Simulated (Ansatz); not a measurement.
**GaN: what symmetry allows forces and stress to be**

```
CELL_PARAMETERS angstrom
3.29286 0.00000 0.00000
-1.64643 2.85170 0.00000
0.00000 0.00000 5.19436
ATOMIC_POSITIONS crystal
Ga 0.33333 0.66667 0.99419
Ga 0.66667 0.33333 0.49419
N 0.33333 0.66667 0.38081
N 0.66667 0.33333 0.88081
```

All numbers below come from Ansatz, DFT PBE, scalar-relativistic, plane waves, PAW.

Settings: cutoff 420 eV, Γ-centred mesh 12×12×6 on the computed 4-atom cell, Gaussian smearing of 0.02 eV; no spin polarisation.

This distorted cell has space group P6_3mc, with 12 operations.

Question: Without a calculation: in which directions can each atom feel a force?

Answer: A force must be left unchanged by every operation that keeps its atom in place, so it lies in the space that those operations leave fixed. Atoms that the group maps onto each other feel forces of one size.
| atom | site symmetry | operations at the site | equivalent to atom | allowed force (Cartesian) |
| --- | --- | --- | --- | --- |
| Ga1 | 3m. | 6 | 1 | along (0.00, 0.00, 1.00) |
| Ga2 | 3m. | 6 | 1 | along (0.00, 0.00, 1.00) |
| N3 | 3m. | 6 | 3 | along (0.00, 0.00, 1.00) |
| N4 | 3m. | 6 | 3 | along (0.00, 0.00, 1.00) |

That leaves 2 independent force components of 12, tied by 1 condition that the forces sum to zero, so 1 remains. A relaxation in this cell that keeps the symmetry moves the atoms in these directions alone.

Question: And the stress tensor?

Answer: It must be invariant under the point group, which leaves 2 independent components: yz, xz, xy vanish; xx = yy.

Question: Do the computed values obey this?

Answer: Yes. Forces (eV/Å):
```
Ga1  0.000  0.000  0.251
Ga2  0.000  0.000  0.251
N3   0.000  0.000 -0.251
N4   0.000  0.000 -0.251
```

Stress (GPa, compression positive, xx yy zz yz xz xy): -7.92 -7.92 -1.74 0.00 0.00 0.00. The program imposes the same operations on density, forces and stress, so this confirms the analysis and is no independent test of the calculation.